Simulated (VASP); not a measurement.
# KCl (Sylvite) (Fm-3m) in VASP: settings compared

One crystal, KCl (Sylvite), is run at these levels: PBE, PBEsol; tasks: relaxation of cell and atoms.

All numbers are computed with VASP 6.6.1; they aren't measurements. Logs are shortened: lines on timing, memory, paths and dates and some standing lists are left out, and cuts for length are marked.

### 1 The structure

The structure is cubic, space group Fm-3m (No. 225). The conventional cell has a = 6.293 Å, b = 6.293 Å, c = 6.293 Å, α = 90.00°, β = 90.00°, γ = 90.00°. Around K (site symmetry m-3m) lie 6 Cl at 3.15 Å. Cl (site symmetry m-3m) has 6 K at 3.15 Å as nearest neighbours.

### 2 Relaxation of cell and atoms, PBE

Contents of INCAR:

```
SYSTEM = KCl
ALGO     = Normal         ! electronic algorithm
EDIFF    = 1E-6           ! SCF threshold, eV
EDIFFG   = -0.01          ! ionic threshold
ENCUT    = 600            ! plane-wave cutoff, eV
GGA      = PE             ! functional
IBRION   = 2              ! ionic algorithm
ISIF     = 3              ! what is computed and relaxed
ISMEAR   = 0              ! smearing method
LASPH    = .True.         ! aspherical terms in the spheres
LCHARG   = .False.        ! write CHGCAR
LREAL    = .False.        ! projectors in reciprocal space
LWAVE    = .False.        ! write WAVECAR
NELM     = 80             ! most SCF steps
NSW      = 90             ! ionic steps
PREC     = Accurate       ! precision mode
SIGMA    = 0.03           ! smearing width, eV
```

Contents of KPOINTS:

```
k-points
0
Gamma
  8 8 8
  0 0 0
```

Contents of POSCAR:

```
KCl
1.0
    0.0000000000      3.1464700000      3.1464700000
    3.1464700000      0.0000000000      3.1464700000
    3.1464700000      3.1464700000      0.0000000000
K Cl
1 1
Direct
    0.0000000000      0.0000000000      0.0000000000
    0.5000000000      0.5000000000      0.5000000000
```

Potentials or basis: VASP PAW PBE potentials, release 64 (K_sv, Cl).

Launch:

```
$ cat potpaw_PBE.64/K_sv/POTCAR potpaw_PBE.64/Cl/POTCAR > POTCAR
$ mpirun -np 1 vasp_std > vasp.out
```

OUTCAR:

```text
SYSTEM = KCl
   EDIFF = 1E-6
   EDIFFG = -0.01
   ENCUT = 600
   GGA = PE
   IBRION = 2
   ISIF = 3
   ISMEAR = 0
   LASPH = .True.
   LREAL = .False.
   NELM = 80
   NSW = 90
   PREC = Accurate

 ion  position               nearest neighbor table
   1  0.000  0.000  0.000-   2 3.15   2 3.15   2 3.15   2 3.15   2 3.15   2 3.15
   2  0.500  0.500  0.500-   1 3.15   1 3.15   1 3.15   1 3.15   1 3.15   1 3.15

  LATTYP: Found a face centered cubic cell.
 ALAT       =     6.2929400000

  Lattice vectors:

 A1 = (   0.0000000000,   3.1464700000,   3.1464700000)
 A2 = (   3.1464700000,   0.0000000000,   3.1464700000)
 A3 = (   3.1464700000,   3.1464700000,   0.0000000000)

Analysis of symmetry for initial positions (statically):
=====================================================================
 Subroutine PRICEL returns:
 Original cell was already a primitive cell.

 Routine SETGRP: Setting up the symmetry group for a
 face centered cubic supercell.

 Subroutine GETGRP returns: Found 48 space group operations
 (whereof 48 operations were pure point group operations)
 out of a pool of 48 trial point group operations.

The static configuration has the point symmetry O_h .

Analysis of symmetry for dynamics (positions and initial velocities):
=====================================================================
 Subroutine PRICEL returns:
 Original cell was already a primitive cell.

 Routine SETGRP: Setting up the symmetry group for a
 face centered cubic supercell.

 Subroutine GETGRP returns: Found 48 space group operations
 (whereof 48 operations were pure point group operations)
 out of a pool of 48 trial point group operations.

The dynamic configuration has the point symmetry O_h .

 Subroutine INISYM returns: Found 48 space group operations
 (whereof 48 operations are pure point group operations),
 and found     1 'primitive' translations

----------------------------------------------------------------------------------------

                                     Primitive cell

  volume of cell :      62.3018

  direct lattice vectors                    reciprocal lattice vectors
     0.000000000  3.146470000  3.146470000    -0.158908237  0.158908237  0.158908237
     3.146470000  0.000000000  3.146470000     0.158908237 -0.158908237  0.158908237
     3.146470000  3.146470000  0.000000000     0.158908237  0.158908237 -0.158908237

  length of vectors
     4.449780548  4.449780548  4.449780548     0.275237140  0.275237140  0.275237140

  position of ions in fractional coordinates (direct lattice)
     0.000000000  0.000000000  0.000000000
     0.500000000  0.500000000  0.500000000

  ion indices of the primitive-cell ions
   primitive index   ion index
                 1           1
                 2           2

----------------------------------------------------------------------------------------

 KPOINTS: k-points

Automatic generation of k-mesh.
 Grid dimensions read from file:
 generate k-points for:    8    8    8

 Generating k-lattice:

  Cartesian coordinates                     Fractional coordinates (reciprocal lattice)
    -0.019863530  0.019863530  0.019863530     0.125000000  0.000000000  0.000000000
     0.019863530 -0.019863530  0.019863530     0.000000000  0.125000000  0.000000000
     0.019863530  0.019863530 -0.019863530     0.000000000  0.000000000  0.125000000

  Length of vectors
     0.034404642  0.034404642  0.034404642

  Shift w.r.t. Gamma in fractional coordinates (k-lattice)
     0.000000000  0.000000000  0.000000000

 Subroutine IBZKPT returns following result:
 ===========================================

 Found     29 irreducible k-points:

 Following reciprocal coordinates:
            Coordinates               Weight
  0.000000  0.000000  0.000000      1.000000
  0.125000  0.000000  0.000000      8.000000
  0.250000  0.000000  0.000000      8.000000
  0.375000  0.000000  0.000000      8.000000
  0.500000  0.000000  0.000000      4.000000
  0.125000  0.125000  0.000000      6.000000
[... 16 lines left out ...]
  0.500000  0.250000  0.125000     48.000000
 -0.375000  0.250000  0.125000     24.000000
 [... further k-points ...]
   k-points           NKPTS =     29   k-points in BZ     NKDIM =     29   number of bands    NBANDS=     12
   number of dos      NEDOS =    301   number of ions     NIONS =      2
   total plane-waves  NPLWV =  46656
   dimension x,y,z NGX =    36 NGY =   36 NGZ =   36
   dimension x,y,z NGXF=    72 NGYF=   72 NGZF=   72
   ions per type =               1   1
   NGX,Y,Z   is equivalent  to a cutoff of  13.45, 13.45, 13.45 a.u.
   NGXF,Y,Z  is equivalent  to a cutoff of  26.90, 26.90, 26.90 a.u.
 SYSTEM =  KCl
   PREC   = accura    normal or accurate (medium, high low for compatibility)
   ISTART =      0    job   : 0-new  1-cont  2-samecut
   ICHARG =      2    charge: 1-file 2-atom 10-const
   ISPIN  =      1    spin polarized calculation?
   LNONCOLLINEAR =      F non collinear calculations
   LSORBIT =      F    spin-orbit coupling
   LASPH  =      T    aspherical Exc in radial PAW
   ENCUT  =  600.0 eV  44.10 Ry    6.64 a.u.   8.89  8.89  8.89*2*pi/ulx,y,z
   NELM   =     80;   NELMIN=  2; NELMDL= -5     # of ELM steps
   EDIFF  = 0.1E-05   stopping-criterion for ELM
   LREAL  =      F    real-space projection
   EDIFFG = -.1E-01   stopping-criterion for IOM
   NSW    =     90    number of steps for IOM
   IBRION =      2    ionic relax: 0-MD 1-quasi-New 2-CG
   NFREE  =      1    steps in history (QN), initial steepest desc. (CG)
   ISIF   =      3    stress and relaxation
   ISYM   =      2    0-nonsym 1-usesym 2-fastsym
   POTIM  = 0.5000    time-step for ionic-motion
   TEBEG  =    0.0;   TEEND  =   0.0 temperature during run
   PSTRESS=    0.0 pullay stress
   NELECT =      16.0000    total number of electrons
   NUPDOWN=      -1.0000    fix difference up-down
   EMIN   =  10.00;   EMAX   =-10.00  energy-range for DOS
   EFERMI =   0.00;   METHOD = LEGACY
   ISMEAR =     0;   SIGMA  =   0.03  broadening in eV -4-tet -1-fermi 0-gaus
   EFERMI_NEDOS =   21; number of points for ismear=-14 and -15
   IALGO  =     38    algorithm
   IMIX   =      4    mixing-type and parameters
     AMIX     =   0.40;   BMIX     =  1.00
     AMIX_MAG =   1.60;   BMIX_MAG =  1.00
  volume/ion in A,a.u.               =      31.15       210.22
  Fermi-wavevector in a.u.,A,eV,Ry     =   1.040594  1.966437 14.732871  1.082835
  Thomas-Fermi vector in A             =   2.175177
   LORBIT       =      0    0 simple, 1 ext, 2 COOP (PROOUT), +10 PAW based schemes
   GGA     = PE    functional components
   LHFCALC =     F    Hartree Fock is set to
   AEXX    =    0.0000 exact exchange contribution
   IVDW    =     0    specifies the selected vdW correction
   LEPSILON=     F    determine dielectric tensor
   LRPA    =     F    only Hartree local field effects (RPA)
 conjugate gradient relaxation of ions
 non-spin polarized calculation
 Gauss-broadening in eV      SIGMA  =   0.03
  energy-cutoff  :      600.00
  volume of cell :       62.30
 maximum number of plane-waves:      2120
   NGX = 17   NGY = 17   NGZ = 17

--------------------------------------- Ionic step        1  -------------------------------------------

 number of electron      16.0000001 magnetization

 Free energy of the ion-electron system (eV)
  ---------------------------------------------------
  ext. energy  EPLUGINS =         0.00000000
  ---------------------------------------------------
  free energy    TOTEN  =        -6.80420118 eV

  energy without entropy =       -6.80420118  energy(sigma->0) =       -6.80420118

------------------------ aborting loop because EDIFF is reached ----------------------------------------

  FORCE on cell =-STRESS in cart. coord.  units (eV):
  Direction    XX          YY          ZZ          XY          YZ          ZX
  --------------------------------------------------------------------------------------
  -------------------------------------------------------------------------------------
  Total        0.3179132      0.3179132      0.3179132      0.0000000      0.0000000     -0.0000000
  in kB        8.1755748      8.1755748      8.1755748      0.0000000      0.0000000     -0.0000000
  external PRESSURE =       8.1755748 kB  Pullay stress =       0.0000000 kB
[... 57 lines left out ...]
  energy  without entropy=       -6.8095360931  energy(sigma->0) =       -6.80953609

--------------------------------------- Ionic step        3  -------------------------------------------

 number of electron      15.9999998 magnetization

 Free energy of the ion-electron system (eV)
  ---------------------------------------------------
  ext. energy  EPLUGINS =         0.00000000
  ---------------------------------------------------
  free energy    TOTEN  =        -6.81115092 eV

  energy without entropy =       -6.81115092  energy(sigma->0) =       -6.81115092

 E-fermi :  -1.8205     XC(G=0):  -7.3583

 val. band max:       -2.0136296081   @ k =   0.0000   0.0000   0.0000
 cond. band min:       3.0233083417   @ k =   0.0000   0.0000   0.0000
 fundamental gap:      5.0369379498
 Fermi energy:        -1.8205043818

 k-point     1 :       0.0000    0.0000    0.0000
  band No.  band energies     occupation
      1     -29.3226      2.00000
      2     -14.0826      2.00000
      3     -12.7828      2.00000
      4     -12.7828      2.00000
      5     -12.7828      2.00000
      6      -2.0136      2.00000
      7      -2.0136      2.00000
      8      -2.0136      2.00000
      9       3.0233      0.00000
     10       6.3381      0.00000
     11       6.3381      0.00000
     12       6.3381      0.00000
[... 331 lines left out ...]
 k-point    24 :      -0.3750    0.2500    0.1250
  band No.  band energies     occupation
      1     -29.3130      2.00000
      2     -14.1730      2.00000
      3     -12.8285      2.00000
      4     -12.8103      2.00000
      5     -12.6449      2.00000
      6      -2.7968      2.00000
      7      -2.3864      2.00000
      8      -2.3151      2.00000
      9       5.7292      0.00000
     10       6.2077      0.00000
     11       7.8543      0.00000
     12       7.9710      0.00000

 [... further k-points ...]

------------------------ aborting loop because EDIFF is reached ----------------------------------------

  FORCE on cell =-STRESS in cart. coord.  units (eV):
  Direction    XX          YY          ZZ          XY          YZ          ZX
  --------------------------------------------------------------------------------------
  -------------------------------------------------------------------------------------
  Total       -0.0010268     -0.0010268     -0.0010268     -0.0000000      0.0000000      0.0000000
  in kB       -0.0252526     -0.0252526     -0.0252526     -0.0000000      0.0000000      0.0000000
  external PRESSURE =      -0.0252526 kB  Pullay stress =       0.0000000 kB
[... 17 lines left out ...]
  FREE ENERGIE OF THE ION-ELECTRON SYSTEM (eV)
  ---------------------------------------------------
  free  energy   TOTEN  =        -6.8111509157 eV

  energy  without entropy=       -6.8111509157  energy(sigma->0) =       -6.81115092

 reached required accuracy - stopping structural energy minimisation
```

It took 44 s on 1 thread of AMD EPYC 9R45 (Zen 5), shared host; peak memory 0.19 GiB.

Results:

```
Free energy                            : -6.8112 eV
Relaxed volume                         : 32.57 Å³/atom
Relaxed cell                           : a = 4.517 Å, b = 4.517 Å, c = 4.517 Å, α = 60.00°, β = 60.00°, γ = 60.00°
Space group after relaxing (to 0.05 Å) : Fm-3m (No. 225)
Energy gained by relaxing              : 3.5 meV/atom
Ionic steps                            : 3
Pressure after relaxing                : 0.0 GPa
Band gap on the k mesh                 : 5.04 eV, direct
```

The path:
| step | energy change (eV) | largest force (eV/Å) | pressure (GPa) | volume (Å³) |
| --- | --- | --- | --- | --- |
| 1 | 0.0000 | 0.0000 | 0.82 | 62.30 |
| 2 | -0.0053 | 0.0000 | 0.37 | 63.75 |
| 3 | -0.0069 | 0.0000 | 0.00 | 65.15 |

Final structure:
```xyz
2
Lattice="0.0000 3.1937 3.1937 3.1937 0.0000 3.1937 3.1937 3.1937 0.0000" Properties=species:S:1:pos:R:3 pbc="T T T"
K     0.0000    0.0000    0.0000
Cl    3.1937    3.1937    3.1937
```

A k mesh can miss the band edges. Zero-point motion and thermal expansion aren't in these numbers.

### 3 Relaxation of cell and atoms, PBE

This run uses another cell than the first one, of 32.57 Å³/atom, 1.046 times its volume.

INCAR, as its differences from that of step 2:

```diff
@@ -2,4 +2,4 @@
 ALGO     = Normal         ! electronic algorithm
-EDIFF    = 1E-6           ! SCF threshold, eV
-EDIFFG   = -0.01          ! ionic threshold
+EDIFF    = 1E-7           ! SCF threshold, eV
+EDIFFG   = -0.005         ! ionic threshold
 ENCUT    = 600            ! plane-wave cutoff, eV
```

KPOINTS is that of step 2.

Contents of POSCAR:

```
KCl                                     
1.0
    0.0000000000      3.1936514085      3.1936514085
    3.1936514085      0.0000000000      3.1936514085
    3.1936514085      3.1936514085     -0.0000000000
  K               Cl            
     1     1
Direct
     0.0000000000000000    0.0000000000000000    0.0000000000000000
     0.5000000000000000    0.5000000000000000    0.5000000000000000
```

Potentials or basis: VASP PAW PBE potentials, release 64 (K_sv, Cl).

Launch:

```
$ cat potpaw_PBE.64/K_sv/POTCAR potpaw_PBE.64/Cl/POTCAR > POTCAR
$ mpirun -np 1 vasp_std > vasp.out
```

Wall time 18 s (1 thread of AMD EPYC 9R45 (Zen 5), shared host); peak memory 0.18 GiB.

It converged, with:

| Property | Result |
| --- | --- |
| Free energy | -6.8113 eV |
| Pressure after relaxing | 0.0 GPa |
| Band gap on the k mesh | 5.04 eV, direct |

Final structure:
```
K Cl
1.0
     0.00000    3.19365    3.19365
     3.19365    0.00000    3.19365
     3.19365    3.19365    0.00000
K Cl
1 1
Direct
  0.00000 0.00000 0.00000
  0.50000 0.50000 0.50000
```

Levels at points of the mesh, in eV from the valence-band top:
| k point | band 6 | band 7 | band 8 | band 9 | band 10 | band 11 |
| --- | --- | --- | --- | --- | --- | --- |
| (0.00, 0.00, 0.00) | 0.00 | 0.00 | 0.00 | 5.04 | 8.35 | 8.35 |
| (0.50, 0.00, 0.00) | -0.98 | -0.29 | -0.29 | 7.46 | 8.42 | 10.38 |
| (0.50, 0.50, 0.00) | -0.63 | -0.21 | -0.21 | 6.56 | 8.15 | 9.81 |

Caveat: the relaxation stopped at its first step, so nothing moved. A k mesh can miss the band edges.

### 4 Relaxation of cell and atoms, PBEsol

Contents of INCAR:

```
ALGO = Normal
EDIFF = 1E-6
EDIFFG = -0.01
ENCUT = 600
GGA = PS
IBRION = 2
ISIF = 3
ISMEAR = 0
KPAR = 4
LASPH = True
LCHARG = False
LREAL = False
LWAVE = False
NELM = 80
NSW = 90
PREC = Accurate
SIGMA = 0.03
```

Contents of KPOINTS:

```
k-points
0
Gamma
  8 8 8
```

Contents of POSCAR:

```
KCl
1.0
    0.0000000000      3.1464700000      3.1464700000
    3.1464700000      0.0000000000      3.1464700000
    3.1464700000      3.1464700000      0.0000000000
K Cl
1 1
Direct
    0.0000000000      0.0000000000      0.0000000000
    0.5000000000      0.5000000000      0.5000000000
```

Launch:

```
$ cat potpaw_PBE.64/K_sv/POTCAR potpaw_PBE.64/Cl/POTCAR > POTCAR
$ mpirun -np 4 vasp_std > vasp.out
```

It took 16 s on 4 MPI ranks of AMD EPYC 9R45 (Zen 5), shared host; peak memory 0.2 GiB.

Results (log left out):

```
Free energy                            : -7.0234 eV
Relaxed volume                         : 30.58 Å³/atom
Relaxed cell                           : a = 4.422 Å, b = 4.422 Å, c = 4.422 Å, α = 60.00°, β = 60.00°, γ = 60.00°
Space group after relaxing (to 0.05 Å) : Fm-3m (No. 225)
Energy gained by relaxing              : 0.6 meV/atom
Ionic steps                            : 3
Pressure after relaxing                : 0.0 GPa
Band gap on the k mesh                 : 5.08 eV, direct
```

The path:
```
step  energy change (eV)  largest force (eV/Å)  pressure (GPa)  volume (Å³)
   1              0.0000                0.0000           -0.34        62.30
   2             -0.0010                0.0000           -0.18        61.71
   3             -0.0013                0.0000           -0.01        61.15
```

Final structure:
```
K Cl
1.0
     0.00000    3.12700    3.12700
     3.12700    0.00000    3.12700
     3.12700    3.12700    0.00000
K Cl
1 1
Cartesian
  0.0000 0.0000 0.0000
  3.1270 3.1270 3.1270
```

Levels at points of the mesh, in eV from the valence-band top:
| k point | band 4 | band 5 | band 6 | band 7 | band 8 | band 9 | band 10 | band 11 | band 12 |
| --- | --- | --- | --- | --- | --- | --- | --- | --- | --- |
| (0.00, 0.00, 0.00) | -10.53 | -10.53 | 0.00 | 0.00 | 0.00 | 5.08 | 8.30 | 8.30 | 8.30 |
| (0.50, 0.00, 0.00) | -10.54 | -10.28 | -1.12 | -0.35 | -0.35 | 7.48 | 8.56 | 10.54 | 10.54 |
| (0.50, 0.50, 0.00) | -10.59 | -10.59 | -0.69 | -0.23 | -0.23 | 6.38 | 8.31 | 10.01 | 10.22 |

Caveat: the PAW data sets were made with another functional, which shifts forces and pressure a little. A k mesh can miss the band edges.

### 5 Relaxation of cell and atoms, PBEsol

This run uses another cell than the first one, of 30.58 Å³/atom, 0.982 times its volume.

INCAR, as its differences from that of step 4:

```diff
@@ -1,4 +1,4 @@
 ALGO = Normal
-EDIFF = 1E-6
-EDIFFG = -0.01
+EDIFF = 1E-7
+EDIFFG = -0.005
 ENCUT = 600
```

KPOINTS is that of step 4.

Contents of POSCAR:

```
KCl                                     
1.0
    0.0000000000      3.1269960151      3.1269960151
    3.1269960151     -0.0000000000      3.1269960151
    3.1269960151      3.1269960151      0.0000000000
  K               Cl            
     1     1
Direct
     0.0000000000000000    0.0000000000000000    0.0000000000000000
     0.5000000000000000    0.5000000000000000    0.5000000000000000
```

Launch:

```
$ cat potpaw_PBE.64/K_sv/POTCAR potpaw_PBE.64/Cl/POTCAR > POTCAR
$ mpirun -np 4 vasp_std > vasp.out
```

Wall time 7.2 s (4 MPI ranks of AMD EPYC 9R45 (Zen 5), shared host); peak memory 0.19 GiB.

It converged, with:

```
Free energy             : -7.0233 eV
Pressure after relaxing : 0.0 GPa
Band gap on the k mesh  : 5.08 eV, direct
```

Final structure:
```
K Cl
1.0
     0.00000    3.12700    3.12700
     3.12700    0.00000    3.12700
     3.12700    3.12700    0.00000
K Cl
1 1
Direct
  0.00000 0.00000 0.00000
  0.50000 0.50000 0.50000
```

Levels at points of the mesh, in eV from the valence-band top:
```
           k point  band 6  band 7  band 8  band 9  band 10  band 11
(0.00, 0.00, 0.00)    0.00    0.00    0.00    5.08     8.30     8.30
(0.50, 0.00, 0.00)   -1.12   -0.35   -0.35    7.48     8.56    10.54
(0.50, 0.50, 0.00)   -0.69   -0.23   -0.23    6.38     8.31    10.01
```

Caveat: the relaxation stopped at its first step, so nothing moved; the PAW data sets were made with another functional, which shifts forces and pressure a little. A k mesh can miss the band edges.
